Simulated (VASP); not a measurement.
# InAs (F-43m) in VASP: further runs

Runs on InAs. Level: PBEsol. Tasks: single point.

Program: VASP 6.6.1. These are calculated values, not measurements. Logs are shortened: lines on timing, memory, paths and dates and some standing lists are left out, and cuts for length are marked.

**Measured values to compare with.**

From a printed reference work, data compilation, for a bulk crystal of InAs at 4.2 K: band gap 0.418 eV (direct).

The runs below are set against these values where they give the same quantity.

### Step 1. The cell of the first run

Symmetry: F-43m, No. 216, cubic system. Conventional cell: a = 6.207 Å, b = 6.207 Å, c = 6.207 Å, α = 90.00°, β = 90.00°, γ = 90.00°. In (site symmetry -43m) has 4 As at 2.69 Å within 3.5 Å. Within 3.5 Å of As (site symmetry -43m) lie 4 In at 2.69 Å.

### Step 2. Single point, PBEsol (volume scaled by 1.06)

The input, INCAR:

```
SYSTEM = InAs
  ALGO = Normal
  EDIFF = 1E-6
  ENCUT = 520
  GGA = PS
  ISIF = 2
  ISMEAR = 0
  LASPH = .TRUE.
  LCHARG = .TRUE.
  LELF = .TRUE.
  LREAL = .FALSE.
  LVHAR = .TRUE.
  LWAVE = .FALSE.
  NBANDS = 16
  NELM = 60
  PREC = Accurate
  SIGMA = 0.1
```

The input, KPOINTS:

```
k-points
0
G
  12 12 12
  0 0 0
```

The input, POSCAR:

```
InAs
1.0
    0.0000000000      3.1035890745      3.1035890745
    3.1035890745      0.0000000000      3.1035890745
    3.1035890745      3.1035890745      0.0000000000
In As
1 1
Direct
    0.0000000000      0.0000000000      0.0000000000
    0.2500000000      0.2500000000      0.2500000000
```

Potentials or basis: VASP PAW PBE potentials, release 64 (In_d, As).

The run is started by

```
cat potpaw_PBE.64/In_d/POTCAR potpaw_PBE.64/As/POTCAR > POTCAR
mpirun -np 1 vasp_std > vasp.out
```

OUTCAR:

```text
SYSTEM = InAs
   EDIFF = 1E-6
   ENCUT = 520
   GGA = PS
   ISIF = 2
   ISMEAR = 0
   LASPH = .TRUE.
   LREAL = .FALSE.
   NELM = 60
   PREC = Accurate

 ion  position               nearest neighbor table
   1  0.000  0.000  0.000-   2 2.69   2 2.69   2 2.69   2 2.69
   2  0.250  0.250  0.250-   1 2.69   1 2.69   1 2.69   1 2.69

  LATTYP: Found a face centered cubic cell.
 ALAT       =     6.2071781490

  Lattice vectors:

 A1 = (   0.0000000000,   3.1035890745,   3.1035890745)
 A2 = (   3.1035890745,   0.0000000000,   3.1035890745)
 A3 = (   3.1035890745,   3.1035890745,   0.0000000000)

Analysis of symmetry for initial positions (statically):
=====================================================================
 Subroutine PRICEL returns:
 Original cell was already a primitive cell.

 Routine SETGRP: Setting up the symmetry group for a
 face centered cubic supercell.

 Subroutine GETGRP returns: Found 24 space group operations
 (whereof 24 operations were pure point group operations)
 out of a pool of 48 trial point group operations.

The static configuration has the point symmetry T_d .

Analysis of symmetry for dynamics (positions and initial velocities):
=====================================================================
 Subroutine PRICEL returns:
 Original cell was already a primitive cell.

 Routine SETGRP: Setting up the symmetry group for a
 face centered cubic supercell.

 Subroutine GETGRP returns: Found 24 space group operations
 (whereof 24 operations were pure point group operations)
 out of a pool of 48 trial point group operations.

The dynamic configuration has the point symmetry T_d .

 Subroutine INISYM returns: Found 24 space group operations
 (whereof 24 operations are pure point group operations),
 and found     1 'primitive' translations

----------------------------------------------------------------------------------------

                                     Primitive cell

  volume of cell :      59.7892

  direct lattice vectors                    reciprocal lattice vectors
     0.000000000  3.103589074  3.103589074    -0.161103802  0.161103802  0.161103802
     3.103589074  0.000000000  3.103589074     0.161103802 -0.161103802  0.161103802
     3.103589074  3.103589074  0.000000000     0.161103802  0.161103802 -0.161103802

  length of vectors
     4.389137761  4.389137761  4.389137761     0.279039970  0.279039970  0.279039970

  position of ions in fractional coordinates (direct lattice)
     0.000000000  0.000000000  0.000000000
     0.250000000  0.250000000  0.250000000

  ion indices of the primitive-cell ions
   primitive index   ion index
                 1           1
                 2           2

----------------------------------------------------------------------------------------

 KPOINTS: k-points

Automatic generation of k-mesh.
 Grid dimensions read from file:
 generate k-points for:   12   12   12

 Generating k-lattice:

  Cartesian coordinates                     Fractional coordinates (reciprocal lattice)
    -0.013425317  0.013425317  0.013425317     0.083333333  0.000000000  0.000000000
     0.013425317 -0.013425317  0.013425317     0.000000000  0.083333333  0.000000000
     0.013425317  0.013425317 -0.013425317     0.000000000  0.000000000  0.083333333

  Length of vectors
     0.023253331  0.023253331  0.023253331

  Shift w.r.t. Gamma in fractional coordinates (k-lattice)
     0.000000000  0.000000000  0.000000000

 Subroutine IBZKPT returns following result:
 ===========================================

 Found     72 irreducible k-points:

 Following reciprocal coordinates:
            Coordinates               Weight
  0.000000  0.000000  0.000000      1.000000
  0.083333  0.000000  0.000000      8.000000
  0.166667  0.000000  0.000000      8.000000
  0.250000  0.000000  0.000000      8.000000
  0.333333  0.000000  0.000000      8.000000
  0.416667  0.000000  0.000000      8.000000
[... 16 lines left out ...]
  0.500000  0.166667  0.000000     24.000000
 -0.416667  0.166667  0.000000     24.000000
 [... further k-points ...]
   k-points           NKPTS =     72   k-points in BZ     NKDIM =     72   number of bands    NBANDS=     16
   number of dos      NEDOS =    301   number of ions     NIONS =      2
   total plane-waves  NPLWV =  46656
   dimension x,y,z NGX =    36 NGY =   36 NGZ =   36
   dimension x,y,z NGXF=    72 NGYF=   72 NGZF=   72
   ions per type =               1   1
   NGX,Y,Z   is equivalent  to a cutoff of  13.64, 13.64, 13.64 a.u.
   NGXF,Y,Z  is equivalent  to a cutoff of  27.27, 27.27, 27.27 a.u.
 SYSTEM =  InAs
   PREC   = accura    normal or accurate (medium, high low for compatibility)
   ISTART =      0    job   : 0-new  1-cont  2-samecut
   ICHARG =      2    charge: 1-file 2-atom 10-const
   ISPIN  =      1    spin polarized calculation?
   LNONCOLLINEAR =      F non collinear calculations
   LSORBIT =      F    spin-orbit coupling
   LASPH  =      T    aspherical Exc in radial PAW
   ENCUT  =  520.0 eV  38.22 Ry    6.18 a.u.   8.16  8.16  8.16*2*pi/ulx,y,z
   NELM   =     60;   NELMIN=  2; NELMDL= -5     # of ELM steps
   EDIFF  = 0.1E-05   stopping-criterion for ELM
   LREAL  =      F    real-space projection
   EDIFFG = 0.1E-04   stopping-criterion for IOM
   NSW    =      0    number of steps for IOM
   IBRION =     -1    ionic relax: 0-MD 1-quasi-New 2-CG
   NFREE  =      0    steps in history (QN), initial steepest desc. (CG)
   ISIF   =      2    stress and relaxation
   ISYM   =      2    0-nonsym 1-usesym 2-fastsym
   POTIM  = 0.5000    time-step for ionic-motion
   TEBEG  =    0.0;   TEEND  =   0.0 temperature during run
   PSTRESS=    0.0 pullay stress
   NELECT =      18.0000    total number of electrons
   NUPDOWN=      -1.0000    fix difference up-down
   EMIN   =  10.00;   EMAX   =-10.00  energy-range for DOS
   EFERMI =   0.00;   METHOD = LEGACY
   ISMEAR =     0;   SIGMA  =   0.10  broadening in eV -4-tet -1-fermi 0-gaus
   EFERMI_NEDOS =   21; number of points for ismear=-14 and -15
   IALGO  =     38    algorithm
   IMIX   =      4    mixing-type and parameters
     AMIX     =   0.40;   BMIX     =  1.00
     AMIX_MAG =   1.60;   BMIX_MAG =  1.00
  volume/ion in A,a.u.               =      29.89       201.74
  Fermi-wavevector in a.u.,A,eV,Ry     =   1.097214  2.073434 16.379771  1.203879
  Thomas-Fermi vector in A             =   2.233570
   LORBIT       =      0    0 simple, 1 ext, 2 COOP (PROOUT), +10 PAW based schemes
   GGA     = PS    functional components
   LHFCALC =     F    Hartree Fock is set to
   AEXX    =    0.0000 exact exchange contribution
   IVDW    =     0    specifies the selected vdW correction
   LEPSILON=     F    determine dielectric tensor
   LRPA    =     F    only Hartree local field effects (RPA)
 non-spin polarized calculation
 Gauss-broadening in eV      SIGMA  =   0.10
  energy-cutoff  :      520.00
  volume of cell :       59.79
 maximum number of plane-waves:      1639
 NGX is ok and might be reduce to    36
   NGX = 17   NGY = 17   NGZ = 17

 number of electron      17.9999997 magnetization

 Free energy of the ion-electron system (eV)
  ---------------------------------------------------
  ext. energy  EPLUGINS =         0.00000000
  ---------------------------------------------------
  free energy    TOTEN  =        -8.46107386 eV

  energy without entropy =       -8.46091514  energy(sigma->0) =       -8.46099450

 E-fermi :   3.6797     XC(G=0):  -8.9464

 val. band max:        3.6143292066   @ k =   0.0000   0.0000   0.0000
 cond. band min:       4.1774127245   @ k =   0.0833   0.0000   0.0000
 fundamental gap:      0.5630835179
 Fermi energy:         3.6796857519

 k-point     1 :       0.0000    0.0000    0.0000
  band No.  band energies     occupation
      1     -10.5748      2.00000
      2     -10.5748      2.00000
      3     -10.5748      2.00000
      4     -10.4765      2.00000
      5     -10.4765      2.00000
      6      -7.7962      2.00000
[... 8 lines left out ...]
     15      13.0755      0.00000
     16      13.0755      0.00000

 k-point     2 :       0.0833    0.0000    0.0000
  band No.  band energies     occupation
      1     -10.5815      2.00000
      2     -10.5727      2.00000
      3     -10.5727      2.00000
      4     -10.4765      2.00000
      5     -10.4765      2.00000
      6      -7.7329      2.00000
[... 8 lines left out ...]
     15      12.5292      0.00000
     16      12.5292      0.00000

 k-point     3 :       0.1667    0.0000    0.0000
  band No.  band energies     occupation
      1     -10.5994      2.00000
      2     -10.5673      2.00000
      3     -10.5673      2.00000
      4     -10.4764      2.00000
      5     -10.4764      2.00000
      6      -7.5503      2.00000
[... 8 lines left out ...]
     15      12.0476      0.00000
     16      12.0476      0.00000

 k-point     4 :       0.2500    0.0000    0.0000
  band No.  band energies     occupation
      1     -10.6230      2.00000
      2     -10.5606      2.00000
      3     -10.5606      2.00000
      4     -10.4755      2.00000
      5     -10.4755      2.00000
      6      -7.2720      2.00000
[... 8 lines left out ...]
     15      12.0002      0.00000
     16      12.0002      0.00000

 k-point     5 :       0.3333    0.0000    0.0000
  band No.  band energies     occupation
      1     -10.6456      2.00000
      2     -10.5549      2.00000
      3     -10.5549      2.00000
      4     -10.4735      2.00000
      5     -10.4735      2.00000
      6      -6.9461      2.00000
[... 8 lines left out ...]
     15      12.4646      0.00000
     16      12.4646      0.00000

 k-point     6 :       0.4167    0.0000    0.0000
  band No.  band energies     occupation
      1     -10.6616      2.00000
      2     -10.5515      2.00000
      3     -10.5515      2.00000
      4     -10.4712      2.00000
      5     -10.4712      2.00000
      6      -6.6613      2.00000
[... 8 lines left out ...]
     15      13.3182      0.00000
     16      13.3182      0.00000

 k-point     7 :       0.5000    0.0000    0.0000
  band No.  band energies     occupation
      1     -10.6673      2.00000
      2     -10.5505      2.00000
      3     -10.5505      2.00000
      4     -10.4703      2.00000
      5     -10.4703      2.00000
      6      -6.5427      2.00000
[... 8 lines left out ...]
     15      14.0146      0.00000
     16      14.0146      0.00000

 k-point     8 :       0.0833    0.0833    0.0000
  band No.  band energies     occupation
      1     -10.5861      2.00000
      2     -10.5707      2.00000
      3     -10.5707      2.00000
      4     -10.4779      2.00000
      5     -10.4753      2.00000
      6      -7.7119      2.00000
[... 8 lines left out ...]
     15      11.8595      0.00000
     16      13.1505      0.00000

 k-point     9 :       0.1667    0.0833    0.0000
  band No.  band energies     occupation
      1     -10.6009      2.00000
      2     -10.5663      2.00000
      3     -10.5653      2.00000
      4     -10.4793      2.00000
      5     -10.4742      2.00000
      6      -7.5691      2.00000
[... 8 lines left out ...]
     15      11.9926      0.00000
     16      12.8107      0.00000
[... 172 lines left out ...]
 k-point    19 :       0.1667    0.1667    0.0000
  band No.  band energies     occupation
      1     -10.6150      2.00000
      2     -10.5597      2.00000
      3     -10.5597      2.00000
      4     -10.4824      2.00000
      5     -10.4721      2.00000
      6      -7.4687      2.00000
[... 8 lines left out ...]
     15      12.5278      0.00000
     16      13.3733      0.00000

 k-point    20 :       0.2500    0.1667    0.0000
  band No.  band energies     occupation
      1     -10.6336      2.00000
      2     -10.5534      2.00000
      3     -10.5523      2.00000
      4     -10.4848      2.00000
      5     -10.4701      2.00000
      6      -7.2611      2.00000
[... 8 lines left out ...]
     15      13.2220      0.00000
     16      13.3173      0.00000

 k-point    21 :       0.3333    0.1667    0.0000
  band No.  band energies     occupation
      1     -10.6521      2.00000
      2     -10.5487      2.00000
      3     -10.5457      2.00000
      4     -10.4852      2.00000
      5     -10.4684      2.00000
      6      -6.9761      2.00000
[... 8 lines left out ...]
     15      13.3108      0.00000
     16      13.4967      0.00000

 k-point    22 :       0.4167    0.1667    0.0000
  band No.  band energies     occupation
      1     -10.6669      2.00000
      2     -10.5461      2.00000
      3     -10.5415      2.00000
      4     -10.4831      2.00000
      5     -10.4675      2.00000
      6      -6.6722      2.00000
[... 8 lines left out ...]
     15      13.3438      0.00000
     16      14.0766      0.00000

 k-point    23 :       0.5000    0.1667    0.0000
  band No.  band energies     occupation
      1     -10.6750      2.00000
      2     -10.5452      2.00000
      3     -10.5400      2.00000
      4     -10.4794      2.00000
      5     -10.4685      2.00000
      6      -6.4481      2.00000
[... 8 lines left out ...]
     15      13.5853      0.00000
     16      14.1253      0.00000

 k-point    24 :      -0.4167    0.1667    0.0000
  band No.  band energies     occupation
      1     -10.6748      2.00000
      2     -10.5456      2.00000
      3     -10.5412      2.00000
      4     -10.4757      2.00000
      5     -10.4716      2.00000
      6      -6.4138      2.00000
[... 8 lines left out ...]
     15      13.0227      0.00000
     16      13.3722      0.00000

 [... further k-points ...]

------------------------ aborting loop because EDIFF is reached ----------------------------------------

  FORCE on cell =-STRESS in cart. coord.  units (eV):
  Direction    XX          YY          ZZ          XY          YZ          ZX
  --------------------------------------------------------------------------------------
  -------------------------------------------------------------------------------------
  Total       -1.0379456     -1.0379456     -1.0379456     -0.0000000      0.0000000      0.0000000
  in kB      -27.8139413    -27.8139413    -27.8139413     -0.0000000      0.0000000      0.0000000
  external PRESSURE =     -27.8139413 kB  Pullay stress =       0.0000000 kB

 VOLUME and BASIS-vectors are now :
 -----------------------------------------------------------------------------
  energy-cutoff  :      520.00
  volume of cell :       59.79
      direct lattice vectors                 reciprocal lattice vectors
     0.000000000  3.103589074  3.103589074    -0.161103802  0.161103802  0.161103802
     3.103589074  0.000000000  3.103589074     0.161103802 -0.161103802  0.161103802
     3.103589074  3.103589074  0.000000000     0.161103802  0.161103802 -0.161103802

 POSITION                                       TOTAL-FORCE (eV/Angst)
 -----------------------------------------------------------------------------------
      0.00000      0.00000      0.00000         0.000000      0.000000      0.000000
      1.55179      1.55179      1.55179         0.000000     -0.000000     -0.000000
 -----------------------------------------------------------------------------------
    total drift:                               -0.000000     -0.000000      0.000000

  FREE ENERGIE OF THE ION-ELECTRON SYSTEM (eV)
  ---------------------------------------------------
  free  energy   TOTEN  =        -8.4610738552 eV

  energy  without entropy=       -8.4609151381  energy(sigma->0) =       -8.46099450
```

Wall time 1.7 min (1 thread of AMD EPYC 7R43 (Zen 3), shared host); peak memory 0.2 GiB.

What came out:

* Free energy: -8.4611 eV
* Pressure: -2.8 GPa
* Band gap on the k mesh: zero (filled and empty bands touch)

Caveat: the cell differs from its parent crystal (volume scaled by 1.06); the PAW data sets were made with another functional, which shifts forces and pressure a little; spin-orbit coupling is left out, which moves the levels of the heavy elements.

### Step 3. Single point, PBEsol

This run uses another cell than the first one, of 27.49 Å³/atom, 0.920 times its volume.

The input, INCAR:

```
PREC = Accurate
ENCUT = 500
EDIFF = 1E-6
ISMEAR = 0
SIGMA = 0.1
LREAL = False
LASPH = True
NELM = 120
ALGO = Normal
ISIF = 2
LWAVE = False
LCHARG = False
GGA = PS
NBANDS = 16
GGA_COMPAT = False
```

The input, KPOINTS:

```
regular mesh
0
Gamma
  12 12 12
```

The input, POSCAR:

```
InAs
1.0
    0.0000000000      3.0180000000      3.0180000000
    3.0180000000      0.0000000000      3.0180000000
    3.0180000000      3.0180000000      0.0000000000
In As
1 1
Direct
    0.0000000000      0.0000000000      0.0000000000
    0.2500000000      0.2500000000      0.2500000000
```

Potentials or basis: VASP PAW PBE potentials, release 64 (In_d, As).

The run is started by

```
cat potpaw_PBE.64/In_d/POTCAR potpaw_PBE.64/As/POTCAR > POTCAR
mpirun -np 1 vasp_std > vasp.out
```

It took 22 s on 1 thread of Intel Xeon Platinum 8488C (Sapphire Rapids), shared host; peak memory 0.21 GiB.

Results (log left out):

```yaml
Free_energy: -8.4831 eV
Pressure: 1.6 GPa
Band_gap_on_the_k_mesh: zero (filled and empty bands touch)
```

Levels at points of the mesh, in eV from the Fermi level:
```tsv
k point	band 7	band 8	band 9	band 10	band 11	band 12
(0.00, 0.00, 0.00)	-0.31	-0.06	-0.06	-0.06	3.80	3.80
(0.50, 0.00, 0.00)	-5.90	-1.06	-1.06	0.83	4.57	4.57
(0.50, 0.50, 0.00)	-5.96	-2.42	-2.42	1.37	1.92	9.05
```

Caveat: the PAW data sets were made with another functional, which shifts forces and pressure a little; spin-orbit coupling is left out, which moves the levels of the heavy elements.

### Step 4. How close it comes

Step 3. A measured gap of InAs is 0.418 eV (direct; 4.2 K; a printed reference work, data compilation); the calculated 0.00 eV misses it by -0.42 eV. Spin-orbit coupling on As, In is left out. The value is that of PBEsol on a finite k mesh, which can miss the band edges, without temperature or zero-point motion. Semilocal functionals fall short of measured gaps as a rule.
